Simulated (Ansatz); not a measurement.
Equation of state of NbC from a dense series

```
CELL_PARAMETERS angstrom
0.00000 2.20000 2.20000
2.20000 0.00000 2.20000
2.20000 2.20000 0.00000
ATOMIC_POSITIONS crystal
Nb 0.00000 0.00000 0.00000
C 0.50000 0.50000 0.50000
```

Atoms are numbered in the order listed.

Conventional cell: a = 4.400 Å, b = 4.400 Å, c = 4.400 Å, α = 90.00°, β = 90.00°, γ = 90.00°. Nb (atom 1) is surrounded by 6 C at 2.20 Å. C (atom 2) is surrounded by 6 Nb at 2.20 Å.

The cell comes from COD entry 1011323, which wasn't checked; take it as a given geometry. It is an old determination, and later ones may differ.

Spin polarisation is left out, and whether a magnetic state lies lower isn't shown here.

The calculation used Ansatz 0.2.0, DFT, PBEsol, all-electron LAPW, scalar-relativistic.

Numerical set-up: a Γ-centred 14×14×14 k mesh, Fermi–Dirac smearing of 0.05 eV, basis error target 1 meV/atom, no spin polarisation.

The cell is scaled evenly. Fractional coordinates are held (clamped ions).

```csv
V (Å³/atom),P (GPa)
10.009,37.34
10.435,19.31
10.542,15.35
10.648,11.58
10.754,7.99
10.861,4.58
11.074,-1.75
11.287,-7.47
```

Fit a third-order Birch–Murnaghan curve to the pressures.

P = (3B0/2)(y^(7/2) − y^(5/2))[1 + (3/4)(B0′ − 4)(y − 1)] with y = (V0/V)^(2/3) fits within 0.01 GPa for V0 = 11.013 Å³/atom, B0 = 320.2 GPa and B0′ = 4.15.

Predict the pressure at the withheld volume, 10.222 Å³/atom.

There y = 1.0509, so the fit gives 27.87 GPa; the run gave 27.87 GPa.
